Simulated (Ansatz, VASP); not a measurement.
**Be in VASP and in Ansatz**

```
Be
1.0
     1.89060    0.00000    0.00000
     0.00000    1.89060    0.00000
     0.00000    0.00000    2.73039
Be
1
Cartesian
  0.0000 0.0000 1.3652
```

Alike in both runs: task single point; functional PBE; k mesh 8 × 8 × 6; occupations gaussian, width 0.1 eV; no spin polarisation.

|  | VASP | Ansatz |
| --- | --- | --- |
| version | VASP 6.6.1 | Ansatz 0.2.0 |
| potentials or method | VASP PAW PBE potentials, release 64 (Be) | scalar-relativistic, plane waves, PAW |
| plane-wave cutoff (eV) | 520 | 420 |
| valence electrons in the cell | 2 | 2 |

Ansatz gave:

| Item | Value |
| --- | --- |
| gap on the k mesh at the Fermi level (eV) | none |
| pressure (GPa) | 16.5 |
| largest component of the traceless stress (GPa) | 18.66 |

Task: What did VASP give for the same quantities?

Result: gap on the k mesh at the Fermi level (eV): none; pressure (GPa): 16.6; largest component of the traceless stress (GPa): 18.76.

A gap of «none» marks a metal or a gap that the smearing closes.

Caveats: the k mesh is coarse (spacing up to 0.42 Å⁻¹), so the values aren't converged; so large a pressure means that the cell lies far from this level's equilibrium, or that cutoff or potentials fall short (VASP).
